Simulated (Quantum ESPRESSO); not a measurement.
**Sb under changes of volume**

One of the cells (30.206 Å³/atom); the others are scaled copies at fixed shape and fractional positions:

```
Sb
1.0
     2.15420    1.24373    3.75800
    -2.15420    1.24373    3.75800
     0.00000   -2.48746    3.75800
Sb
2
Direct
  0.76651 0.76651 0.76651
  0.23349 0.23349 0.23349
```

| Item | Value |
| --- | --- |
| Program | Quantum ESPRESSO 7.5 |
| Functional | LDA |
| Potentials or basis | PseudoDojo 0.4.1 SR LDA standard |
| Cutoff | 1143 eV |
| Density cutoff | 4572 eV |
| k mesh | 8 × 8 × 8 |
| Occupations | fermi-dirac, width 0.05 eV |
| Spin | no spin polarisation |

| volume (Å³/atom) | energy over the lowest point (meV/atom) | pressure (GPa) | largest force (eV/Å) |
| --- | --- | --- | --- |
| 28.393 | 10.06 | 2.8 | 0.365 |
| 28.998 | ? | ? | ? |
| 29.602 | 0.00 | 0.0 | 0.130 |
| 30.206 | 2.21 | -1.2 | 0.025 |
| 30.810 | 8.56 | -2.2 | 0.072 |
| 31.414 | 18.62 | -3.2 | 0.162 |
| 32.018 | 32.01 | -4.0 | 0.245 |

Question: What does the run at 28.998 Å³/atom give?

Answer: Energy over the lowest point 2.42 meV/atom; pressure 1.3 GPa; largest force 0.243 eV/Å.

Worked out: A Birch-Murnaghan fit of order 3 (a polynomial in V^(-2/3)) to the other rows has its minimum at 29.61 Å³/atom with B0 = V·E''(V) = 60 GPa and B' = 4.5 at fixed shape and positions, which overstates the stiffness. It gives 2.43 meV/atom at 28.998 Å³/atom, against the run's 2.42, and -dE/dV = 1.3 GPa, against 1.3.

Energies are extrapolated to zero smearing.
